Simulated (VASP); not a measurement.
# Pr (Im-3m) in VASP: settings compared

One crystal, Pr, is run at these levels: PBEsol+U, PBE+U, revPBE+D4+U; tasks: single point, relaxation of cell and atoms.

All numbers are computed with VASP 6.6.1; they aren't measurements. Logs are shortened: lines on timing, memory, paths and dates and some standing lists are left out, and cuts for length are marked.

### 1 The crystal as given

It takes space group Im-3m (No. 229, cubic). The conventional cell has a = 4.388 Å, b = 4.388 Å, c = 4.388 Å, α = 90.00°, β = 90.00°, γ = 90.00°. Pr (site symmetry m-3m) is surrounded by 8 Pr at 3.80 Å.

This isn't the form of Pr at room conditions, which is double hcp.

### 2 Single point, PBEsol+U, collinear spin, typed start

Contents of INCAR:

```
PREC = Accurate ; ENCUT = 520
EDIFF = 1E-6 ; ISMEAR = -1
SIGMA = 0.05 ; LREAL = F
LASPH = T ; NELM = 150
ALGO = Normal ; ISIF = 2
LWAVE = F ; LCHARG = F
ISPIN = 2 ; MAGMOM = -1.19
LORBIT = 11 ; LMAXMIX = 6
LDAU = T ; LDAUTYPE = 2
LDAUL = 3 ; LDAUU = 8
LDAUJ = 0 ; LDAUPRINT = 1
GGA = PS ; NBANDS = 16
```

Contents of KPOINTS:

```
Automatic mesh
0
Gamma
  9 9 9
```

Contents of POSCAR:

```
Pr
1.0
   -2.1940996730      2.1940996730      2.1940996730
    2.1940996730     -2.1940996730      2.1940996730
    2.1940996730      2.1940996730     -2.1940996730
Pr
1
Direct
    0.0000000000      0.0000000000      0.0000000000
```

Potentials or basis: VASP PAW PBE potentials, release 64 (Pr).

On the command line:

```
$ cat potpaw_PBE.64/Pr/POTCAR > POTCAR
$ mpirun -np 1 vasp_std > vasp.out
```

OUTCAR:

```text
PREC = Accurate
   ENCUT = 520
   EDIFF = 1E-6
   ISMEAR = -1
   LREAL = F
   LASPH = T
   NELM = 150
   ISIF = 2
   ISPIN = 2
   LORBIT = 11
   GGA = PS

 ion  position               nearest neighbor table
   1  0.000  0.000  0.000-

  LATTYP: Found a body centered cubic cell.
 ALAT       =     4.3881993460

  Lattice vectors:

 A1 = (  -2.1940996730,   2.1940996730,   2.1940996730)
 A2 = (   2.1940996730,  -2.1940996730,   2.1940996730)
 A3 = (   2.1940996730,   2.1940996730,  -2.1940996730)

Analysis of symmetry for initial positions (statically):
=====================================================================
 Subroutine PRICEL returns:
 Original cell was already a primitive cell.

 Routine SETGRP: Setting up the symmetry group for a
 body centered cubic supercell.

 Subroutine GETGRP returns: Found 48 space group operations
 (whereof 48 operations were pure point group operations)
 out of a pool of 48 trial point group operations.

The static configuration has the point symmetry O_h .

Analysis of symmetry for dynamics (positions and initial velocities):
=====================================================================
 Subroutine PRICEL returns:
 Original cell was already a primitive cell.

 Routine SETGRP: Setting up the symmetry group for a
 body centered cubic supercell.

 Subroutine GETGRP returns: Found 48 space group operations
 (whereof 48 operations were pure point group operations)
 out of a pool of 48 trial point group operations.

The dynamic configuration has the point symmetry O_h .

Analysis of structural, dynamic, and magnetic symmetry:
=====================================================================
 Subroutine PRICEL returns:
 Original cell was already a primitive cell.

[... 180 lines left out ...]
  o =  0.0002  v =  0.0000  0.0000  0.0000  0.0000  0.0000  0.0000  0.0000  0.0095 -0.0000  0.0073  0.0001  0.6123 -0.0000 -0.7905      0.0000  0.0000  0.0000  0.0000  0.0000  0.0000  0.0000  0.0000  0.0000  0.0000  0.0000  0.0000  0.0000  0.0000
  o =  0.0002  v =  0.0000  0.0000  0.0000  0.0000  0.0000  0.0000  0.0000  0.0002  0.0000  0.0002  1.0000 -0.0001  0.0000  0.0001      0.0000  0.0000  0.0000  0.0000  0.0000  0.0000  0.0000  0.0000  0.0000  0.0000  0.0000  0.0000  0.0000  0.0000
  o =  0.0006  v =  0.0000  0.0000 -0.0000  0.0000 -0.7906 -0.0012 -0.6124  0.0000  0.0000  0.0000  0.0000  0.0000  0.0000  0.0000      0.0000  0.0000  0.0000  0.0000  0.0000  0.0000  0.0000  0.0000  0.0000  0.0000  0.0000  0.0000  0.0000  0.0000
  o =  0.0006  v = -0.6124  0.0000  0.7906 -0.0000 -0.0000  0.0000  0.0000  0.0000  0.0000  0.0000  0.0000  0.0000  0.0000  0.0000      0.0000  0.0000  0.0000  0.0000  0.0000  0.0000  0.0000  0.0000  0.0000  0.0000  0.0000  0.0000  0.0000  0.0000
  o =  0.0006  v =  0.0000 -0.0000 -0.0000 -0.0000  0.0010 -1.0000  0.0008  0.0000  0.0000  0.0000  0.0000  0.0000  0.0000  0.0000      0.0000  0.0000  0.0000  0.0000  0.0000  0.0000  0.0000  0.0000  0.0000  0.0000  0.0000  0.0000  0.0000  0.0000
  o =  0.9388  v =  0.0000  0.0000  0.0000  0.9545  0.1825 -0.0000 -0.2357  0.0000  0.0000  0.0000  0.0000  0.0000  0.0000  0.0000      0.0000  0.0000  0.0000  0.0000  0.0000  0.0000  0.0000  0.0000  0.0000  0.0000  0.0000  0.0000  0.0000  0.0000
  o =  0.9388  v = -0.7906  0.0000 -0.6124  0.0000  0.0000 -0.0000 -0.0000  0.0000  0.0000  0.0000  0.0000  0.0000  0.0000  0.0000      0.0000  0.0000  0.0000  0.0000  0.0000  0.0000  0.0000  0.0000  0.0000  0.0000  0.0000  0.0000  0.0000  0.0000
  o =  0.9388  v =  0.0000  0.0000 -0.0000  0.2981 -0.5845 -0.0000  0.7546  0.0000  0.0000  0.0000  0.0000  0.0000  0.0000  0.0000      0.0000  0.0000  0.0000  0.0000  0.0000  0.0000  0.0000  0.0000  0.0000  0.0000  0.0000  0.0000  0.0000  0.0000

 number of electron      12.9999991 magnetization       3.1847578

 Free energy of the ion-electron system (eV)
  ---------------------------------------------------
  ext. energy  EPLUGINS =         0.00000000
  ---------------------------------------------------
  free energy    TOTEN  =        -3.32555047 eV

  energy without entropy =       -3.31363544  energy(sigma->0) =       -3.31959295

 E-fermi :   4.5096     XC(G=0):  -9.0395

 val. band max:        4.4928428993   @ k =  -0.3333  -0.4444   0.1111
 cond. band min:       4.5493626405   @ k =  -0.3333   0.4444   0.2222
 fundamental gap:      0.0565197412
 Fermi energy:         4.5096102191

 spin component 1

 k-point     1 :       0.0000    0.0000    0.0000
  band No.  band energies     occupation
      1     -29.9287      1.00000
      2     -11.9287      1.00000
      3     -11.9287      1.00000
      4     -11.9287      1.00000
      5       0.8620      1.00000
      6       4.3039      0.98392
[... 895 lines left out ...]
      5       4.1620      0.99904
      6       5.6736      0.00000
[... 8 lines left out ...]
     15      13.1821      0.00000
     16      13.4754      0.00000

 [... further k-points ...]

------------------------ aborting loop because EDIFF is reached ----------------------------------------

  FORCE on cell =-STRESS in cart. coord.  units (eV):
  Direction    XX          YY          ZZ          XY          YZ          ZX
  --------------------------------------------------------------------------------------
  -------------------------------------------------------------------------------------
  Total        0.3453191      0.3453191      0.3453191      0.0000000     -0.0000000      0.0000000
  in kB       13.0948975     13.0948975     13.0948975      0.0000000     -0.0000000      0.0000000
  external PRESSURE =      13.0948975 kB  Pullay stress =       0.0000000 kB

 VOLUME and BASIS-vectors are now :
 -----------------------------------------------------------------------------
  energy-cutoff  :      520.00
  volume of cell :       42.25
      direct lattice vectors                 reciprocal lattice vectors
    -2.194099673  2.194099673  2.194099673     0.000000000  0.227883904  0.227883904
     2.194099673 -2.194099673  2.194099673     0.227883904  0.000000000  0.227883904
     2.194099673  2.194099673 -2.194099673     0.227883904  0.227883904  0.000000000

 POSITION                                       TOTAL-FORCE (eV/Angst)
 -----------------------------------------------------------------------------------
      0.00000      0.00000      0.00000         0.000000      0.000000     -0.000000
 -----------------------------------------------------------------------------------
    total drift:                                0.000000     -0.000000     -0.000000

  FREE ENERGIE OF THE ION-ELECTRON SYSTEM (eV)
  ---------------------------------------------------
  free  energy   TOTEN  =        -3.3255504651 eV

  energy  without entropy=       -3.3136354370  energy(sigma->0) =       -3.31959295

 total charge

# of ion       s       p       d       f       tot
--------------------------------------------------
    1        1.999   5.294   0.285   2.809  10.386

 magnetization (x)

# of ion       s       p       d       f       tot
--------------------------------------------------
    1       -0.010  -0.029   0.065   2.807   2.833
```

Wall time 51 s (1 thread of Intel Xeon 6975P-C (Granite Rapids), shared host); peak memory 0.18 GiB.

Results:

- Free energy: -3.3256 eV
- Pressure: 1.3 GPa
- Band gap on the k mesh: none (metal or under the smearing width)
- Net moment: 3.18 μB per cell
- Site moments: Pr +2.83 μB
- Valence electrons inside the program's atomic spheres: Pr 10.39

Eigenvalues of the final occupation matrices:
```csv
site,spin,trace,eigenvalues
site 1 f,1,2.82,0.00 0.00 0.00 0.00 0.94 0.94 0.94
site 1 f,2,0.00,0.00 0.00 0.00 0.00 0.00 0.00 0.00
```

Caveat: the magnetic or orbital state may not be the lowest; the PAW data sets were made with another functional, which shifts forces and pressure a little; spin-orbit coupling is left out, which moves the levels of the heavy elements.

### 3 Relaxation of cell and atoms, PBEsol+U, collinear spin, typed start

This run uses another cell than the first one, of 36.91 Å³/atom, 0.873 times its volume.

Contents of INCAR:

```
SYSTEM = Pr
  PREC = Accurate
  ENCUT = 600
  EDIFF = 1E-6
  ISMEAR = -1
  SIGMA = 0.05
  LREAL = .FALSE.
  LASPH = .TRUE.
  NELM = 150
  ALGO = Fast
  ISIF = 3
  LWAVE = .FALSE.
  LCHARG = .FALSE.
  ISPIN = 2
  MAGMOM = -1.19
  LORBIT = 11
  LMAXMIX = 6
  LDAU = .TRUE.
  LDAUTYPE = 2
  LDAUL = 3
  LDAUU = 8
  LDAUJ = 0
  LDAUPRINT = 1
  GGA = PS
  IBRION = 2
  NSW = 60
  EDIFFG = -0.01
```

Contents of KPOINTS:

```
Automatic mesh
0
G
  9 9 9
  0 0 0
```

Contents of POSCAR:

```
Pr
1.0
   -2.0973721543      2.0973721543      2.0973721543
    2.0973721543     -2.0973721543      2.0973721543
    2.0973721543      2.0973721543     -2.0973721543
Pr
1
Direct
    0.0000000000      0.0000000000      0.0000000000
```

Potentials or basis: VASP PAW PBE potentials, release 64 (Pr).

On the command line:

```
$ cat potpaw_PBE.64/Pr/POTCAR > POTCAR
$ mpirun -np 1 vasp_std > vasp.out
```

Wall time 15 min (1 thread of Intel Xeon 6975P-C (Granite Rapids), shared host); peak memory 0.29 GiB.

It converged, with:

```yaml
Free_energy: -3.7999 eV
Relaxed_volume: 44.39 Å³/atom
Relaxed_cell: a = 3.863 Å, b = 3.863 Å, c = 3.863 Å, α = 109.47°, β = 109.47°, γ = 109.47°
Space_group_after_relaxing_to_0.05_Å: Im-3m (No. 229)
Energy_gained_by_relaxing: 2676.3 meV/atom
Ionic_steps: 23
Pressure_after_relaxing: 0.0 GPa
Band_gap_on_the_k_mesh: none (metal or under the smearing width)
Net_moment: -3.15 μB per cell
Site_moments: Pr -2.81 μB
Valence_electrons_inside_the_program's_atomic_spheres: Pr 10.36
```

Step by step:
```csv
step,energy change (eV),largest force (eV/Å),pressure (GPa),volume (Å³)
1,0.0000,0.0000,-3.10,36.91
2,-2.5294,0.0000,5.38,33.22
3,-2.5897,0.0000,3.54,35.44
4,-2.6058,0.0000,2.99,36.20
5,-2.6124,0.0000,2.95,36.54
6,-2.6157,0.0000,2.85,36.72
7,-2.6173,0.0000,2.79,36.81
8,-2.6181,0.0000,2.78,36.86
9,-2.6185,0.0000,2.72,36.88
10,-2.6187,0.0000,2.72,36.89
11,-2.6188,0.0000,2.75,36.90
12,-2.6189,0.0000,2.75,36.90
13,-2.6189,0.0000,2.76,36.90
14,-2.6189,0.0000,2.78,36.90
15,-2.6189,0.0000,2.76,36.90
16,-2.6189,0.0000,2.77,36.90
17,-2.6189,0.0000,2.76,36.91
18,-2.6189,0.0000,2.76,36.91
19,-2.6189,0.0000,2.76,36.91
20,-2.6554,0.0000,1.43,39.69
21,-2.6752,0.0000,0.32,43.38
22,-2.6762,0.0000,-0.07,44.62
23,-2.6763,0.0000,0.01,44.39
```

Final structure:
```xyz
1
Lattice="-2.2305 2.2305 2.2305 2.2305 -2.2305 2.2305 2.2305 2.2305 -2.2305" Properties=species:S:1:pos:R:3 pbc="T T T"
Pr    0.0000    0.0000    0.0000
```

Levels at points of the mesh, in eV from the Fermi level:
Spin up:
```csv
k point,band 3,band 4,band 5,band 6,band 7,band 8
"(0.00, 0.00, 0.00)",-15.48,-15.48,-3.15,2.42,2.42,2.42
```
Spin down:
```tsv
k point	band 6	band 7	band 8	band 9	band 10	band 11
(0.00, 0.00, 0.00)	-0.83	-0.83	-0.83	1.86	1.86	1.86
```

Eigenvalues of the final occupation matrices:
| site | spin | trace | eigenvalues |
| --- | --- | --- | --- |
| site 1 f | 1 | 0.00 | 0.00 0.00 0.00 0.00 0.00 0.00 0.00 |
| site 1 f | 2 | 2.81 | 0.00 0.00 0.00 0.00 0.93 0.93 0.93 |

Caveat: the magnetic or orbital state may not be the lowest; the electronic state changed during the relaxation; the volume moved by over 15 % at a fixed basis, so the end points are rough; the PAW data sets were made with another functional, which shifts forces and pressure a little; spin-orbit coupling is left out, which moves the levels of the heavy elements.

### 4 Single point, PBE+U, collinear spin, typed start

This run uses another cell than the first one, of 36.91 Å³/atom, 0.873 times its volume.

Contents of INCAR:

```
SYSTEM = Pr
ALGO = Normal
EDIFF = 1E-7
ENCUT = 520
GGA = PE
ISIF = 2
ISMEAR = -1
ISPIN = 2
LASPH = .True.
LCHARG = .True.
LDAU = .True.
LDAUJ = 0
LDAUL = 3
LDAUPRINT = 1
LDAUTYPE = 2
LDAUU = 8
LELF = .True.
LMAXMIX = 6
LORBIT = 11
LREAL = .False.
LVHAR = .True.
LWAVE = .False.
MAGMOM = 2
NBANDS = 16
NELM = 150
PREC = Accurate
SIGMA = 0.05
```

Contents of KPOINTS:

```
k-points
0
Gamma
  9 9 9
  0 0 0
```

POSCAR is that of step 3.

Potentials or basis: VASP PAW PBE potentials, release 64 (Pr).

On the command line:

```
$ cat potpaw_PBE.64/Pr/POTCAR > POTCAR
$ mpirun -np 1 vasp_std > vasp.out
```

OUTCAR:

```text
SYSTEM = Pr
   EDIFF = 1E-7
   ENCUT = 520
   GGA = PE
   ISIF = 2
   ISMEAR = -1
   ISPIN = 2
   LASPH = .True.
   LORBIT = 11
   LREAL = .False.
   NELM = 150
   PREC = Accurate

 ion  position               nearest neighbor table
   1  0.000  0.000  0.000-

  LATTYP: Found a body centered cubic cell.
 ALAT       =     4.1947443086

  Lattice vectors:

 A1 = (  -2.0973721543,   2.0973721543,   2.0973721543)
 A2 = (   2.0973721543,  -2.0973721543,   2.0973721543)
 A3 = (   2.0973721543,   2.0973721543,  -2.0973721543)

Analysis of symmetry for initial positions (statically):
=====================================================================
 Subroutine PRICEL returns:
 Original cell was already a primitive cell.

 Routine SETGRP: Setting up the symmetry group for a
 body centered cubic supercell.

 Subroutine GETGRP returns: Found 48 space group operations
 (whereof 48 operations were pure point group operations)
 out of a pool of 48 trial point group operations.

The static configuration has the point symmetry O_h .

Analysis of symmetry for dynamics (positions and initial velocities):
[... 224 lines left out ...]

 spin component 1

 k-point     1 :       0.0000    0.0000    0.0000
  band No.  band energies     occupation
      1     -27.5532      1.00000
      2      -9.6229      1.00000
      3      -9.6229      1.00000
      4      -9.6229      1.00000
      5       2.4071      1.00000
      6       7.9828      0.00000
[... 895 lines left out ...]
      5       4.4823      1.00000
      6       5.0443      0.99994
[... 8 lines left out ...]
     15      12.8224      0.00000
     16      13.0606      0.00000

 [... further k-points ...]

------------------------ aborting loop because EDIFF is reached ----------------------------------------

  FORCE on cell =-STRESS in cart. coord.  units (eV):
  Direction    XX          YY          ZZ          XY          YZ          ZX
  --------------------------------------------------------------------------------------
  -------------------------------------------------------------------------------------
  Total        1.3079597      1.3079597      1.3079597     -0.0000000     -0.0000000      0.0000000
  in kB       56.7830156     56.7830156     56.7830156     -0.0000000     -0.0000000      0.0000000
  external PRESSURE =      56.7830156 kB  Pullay stress =       0.0000000 kB

 VOLUME and BASIS-vectors are now :
 -----------------------------------------------------------------------------
  energy-cutoff  :      520.00
  volume of cell :       36.91
      direct lattice vectors                 reciprocal lattice vectors
    -2.097372154  2.097372154  2.097372154     0.000000000  0.238393553  0.238393553
     2.097372154 -2.097372154  2.097372154     0.238393553  0.000000000  0.238393553
     2.097372154  2.097372154 -2.097372154     0.238393553  0.238393553  0.000000000

 POSITION                                       TOTAL-FORCE (eV/Angst)
 -----------------------------------------------------------------------------------
      0.00000      0.00000      0.00000        -0.000000      0.000000      0.000000
 -----------------------------------------------------------------------------------
    total drift:                               -0.000000     -0.000000     -0.000000

  FREE ENERGIE OF THE ION-ELECTRON SYSTEM (eV)
  ---------------------------------------------------
  free  energy   TOTEN  =        -3.0050740200 eV

  energy  without entropy=       -2.9933865281  energy(sigma->0) =       -2.99923027

 total charge

# of ion       s       p       d       f       tot
--------------------------------------------------
    1        2.009   5.298   0.353   2.773  10.434

 magnetization (x)

# of ion       s       p       d       f       tot
--------------------------------------------------
    1        0.014   0.031  -0.074  -2.769  -2.799
```

OSZICAR:

```text
N       E                     dE             d eps       ncg     rms          rms(c)
DAV:   1     0.102263031042E+03    0.10226E+03   -0.48456E+03  2496   0.144E+03
DAV:   2     0.412565256510E+01   -0.98137E+02   -0.88919E+02  3568   0.238E+02
DAV:   3    -0.562117335671E+01   -0.97468E+01   -0.96424E+01  3408   0.109E+02
DAV:   4    -0.588213249686E+01   -0.26096E+00   -0.26042E+00  3816   0.107E+01
[... 17 lines left out ...]
DAV:  22    -0.300507440765E+01   -0.14830E-05   -0.18006E-06  3464   0.171E-02    0.647E-03
DAV:  23    -0.300507411407E+01    0.29358E-06   -0.20739E-07  2824   0.747E-03    0.152E-03
DAV:  24    -0.300507397210E+01    0.14198E-06   -0.15377E-08  1792   0.233E-03    0.593E-04
DAV:  25    -0.300507401998E+01   -0.47885E-07   -0.64564E-09  1472   0.161E-03
   1 F= -.30050740E+01 E0= -.29992303E+01  d E =-.116875E-01  mag=    -3.1609
```

stdout:

```text
POSCAR found type information on POSCAR Pr
 POSCAR found :  1 types and       1 ions
 scaLAPACK will be used
 LDA part: xc-table for (Slater+PW92), standard interpolation
 POSCAR, INCAR and KPOINTS ok, starting setup
 FFT: planning ... GRIDC
 FFT: planning ... GRID_SOFT
 FFT: planning ... GRID
 WAVECAR not read
 entering main loop
```

Wall time 57 s (1 thread of Intel Xeon 6975P-C (Granite Rapids), shared host); peak memory 0.18 GiB.

Results:

* Free energy: -3.0051 eV
* Pressure: 5.7 GPa
* Band gap on the k mesh: none (metal or under the smearing width)
* Net moment: -3.16 μB per cell
* Site moments: Pr -2.80 μB
* Valence electrons inside the program's atomic spheres: Pr 10.43

Levels at points of the mesh, in eV from the Fermi level:
Spin up:
| k point | band 3 | band 4 | band 5 | band 6 | band 7 | band 8 |
| --- | --- | --- | --- | --- | --- | --- |
| (0.00, 0.00, 0.00) | -15.15 | -15.15 | -3.12 | 2.45 | 2.45 | 2.45 |
Spin down:
```
           k point  band 5  band 6  band 7  band 8  band 9  band 10  band 11  band 12
(0.00, 0.00, 0.00)   -3.64   -0.17   -0.17   -0.17    2.02     2.02     2.02     4.04
```

Eigenvalues of the final occupation matrices:
| site | spin | trace | eigenvalues |
| --- | --- | --- | --- |
| site 1 f | 1 | 0.00 | 0.00 0.00 0.00 0.00 0.00 0.00 0.00 |
| site 1 f | 2 | 2.78 | 0.00 0.00 0.00 0.00 0.93 0.93 0.93 |

Caveat: the magnetic or orbital state may not be the lowest; spin-orbit coupling is left out, which moves the levels of the heavy elements.

(Part 1 of 2 ends here.)
